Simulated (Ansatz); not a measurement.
## O in Ansatz: convergence with ecutfock ratio

Input of the first run (ecutfock ratio 1); the others differ in this setting and in those tied to it:

The input input.yaml:

```yaml
crystal:
  lattice:
    - [2.4581945932, 0.0, 0.0]
    - [-1.2290972966, 2.1288589651, 0.0]
    - [0.0, 0.0, 7.80732624]
  atoms:
    - { symbol: O, position: [0.3333333333, 0.6666666667, 0.17189669] }
    - { symbol: O, position: [0.6666666667, 0.3333333333, 0.82810331] }
    - { symbol: O, position: [0.6666666667, 0.3333333333, 0.67189669] }
    - { symbol: O, position: [0.3333333333, 0.6666666667, 0.32810331] }
hamiltonian:
  xc: hse06
  pseudopotentials: { kind: paw }
kpoints:
  mp_grid: { grid: [6, 6, 2] }
scf:
  occupations: { method: gaussian, width: 0.1 }
  exx: { ecutfock_ratio: 1 }
output:
  forces: true
  stress: true
  eigenvalues: true
```

Potentials or basis: Ansatz PAW.

Command:

```sh
$ ansatz run input.yaml --threads 2 --pin off --max-ram 5632MiB --backend cpu --events-out ev --progress --plain --runs-dir out
```

Hardware: 2 threads of Arm Neoverse V2, with other jobs on the host.

Question: The values tried are 1, 2, 3, 4, loosest first. From which on does the largest force stay within 0.005 eV/Å of the tightest run that finished?

Answer: From 2 on.

| ecutfock ratio | energy less the tightest run, at zero smearing (meV/atom) | pressure (GPa) | largest force (eV/Å) | SCF cycles | CPU time (s) | peak memory (GiB) |
| --- | --- | --- | --- | --- | --- | --- |
| 1 | 32.92 | -7.14 | 2.526 | 16 | 10 | 0.48 |
| 2 | 0.40 | -7.21 | 2.544 | 17 | 11 | 0.49 |
| 3 | 0.00 | -7.21 | 2.543 | 17 | 12 | 0.51 |
| 4 | 0.00 | -7.21 | 2.543 | 17 | 11 | 0.52 |

Against the tightest run, the energy stays within 1 meV/atom from 2 on; the pressure stays within 0.1 GPa from 1 on. The tightest run that finished is the yardstick and may itself not be fully converged.

Caveat, for the tightest run too: the k mesh is coarse (spacing up to 0.49 Å⁻¹), so the values aren't converged, least of all with exact exchange; spin is off for a triplet molecule; the pressure holds a Pulay correction of +0.9 GPa for the finite cutoff; the PAW data sets come from PBE, with cores solved anew for the run's functional, which leaves a small shift of forces and pressure; forces of over 1 eV/Å show positions far from the minimum, so gaps and moduli don't describe the material at rest; the thresholds are loose for stress.
